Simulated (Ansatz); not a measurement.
# Zr: energy and pressure over a range of volumes

The task here is to estimate one member of a computed series from the others.

This is Zr in the bcc structure; at room conditions it is hcp.

Method: DFT PBE, scalar-relativistic, in Ansatz 0.2.0.

## Starting point

The structure is cubic, space group Im-3m (No. 229). The conventional cell has a = 3.620 Å, b = 3.620 Å, c = 3.620 Å, α = 90.00°, β = 90.00°, γ = 90.00°. Zr (site symmetry m-3m) has 8 Zr at 3.14 Å as nearest neighbours.

Coordinates:

```xyz
1
Lattice="-1.8100 1.8100 1.8100 1.8100 -1.8100 1.8100 1.8100 1.8100 -1.8100" Properties=species:S:1:pos:R:3 pbc="T T T"
Zr    0.0000    0.0000    0.0000
```

The structure is an experimental refinement, used without relaxation.

Set-up of the first run:

input.yaml

```yaml
crystal:
  lattice:
    - [-1.7793161062, 1.7793161062, 1.7793161062]
    - [1.7793161062, -1.7793161062, 1.7793161062]
    - [1.7793161062, 1.7793161062, -1.7793161062]
  atoms:
    - { symbol: Zr, position: [0.0, 0.0, 0.0] }
kpoints:
  mp_grid: { grid: [16, 16, 16] }
scf:
  occupations: { method: fermi_dirac, width: 0.03 }
hamiltonian:
  xc: pbe
  pseudopotentials: { kind: all_electron, lapw: { basis_error: 0.0005 } }
output:
  forces: true
  stress: true
  eigenvalues: true
```

Steps of the session up to this table: Volume × 0.95, LAPW; Volume × 0.95, PAW; Volume × 0.95, crystal datasets; Volume × 0.975, LAPW; Volume × 0.975, PAW; Volume × 1.025, LAPW; Volume × 1.025, PAW; Volume × 1.05, LAPW; Volume × 1.05, PAW; Volume × 1.05, crystal datasets.

One of the session's tables, all rows but one given; the rest of the session is left out.

| method | volume (Å³/atom) | pressure (GPa) |
| --- | --- | --- |
| LAPW | 22.533 | 1.19 |
| LAPW | 23.126 | -1.08 |
| LAPW | 23.719 | -3.13 |
| LAPW | 24.312 | -4.97 |
| LAPW | 24.905 | -6.63 |
| PAW | 22.533 | 1.17 |
| PAW | 23.126 | ? |
| PAW | 23.719 | -3.15 |
| PAW | 24.312 | -4.99 |
| PAW | 24.905 | -6.65 |
| crystal datasets | 22.533 | 1.19 |
| crystal datasets | 23.719 | -3.13 |
| crystal datasets | 24.905 | -6.63 |

Q: Estimate the row for PAW, 23.126 from the others.

As computed: pressure (GPa): -1.11. In the column «pressure (GPa)» it lies between crystal datasets, 23.719 (-3.13) and LAPW, 23.126 (-1.08).

Limits of these values: Warnings in the runs' records: gradients without spin orbit, crystal datasets made.
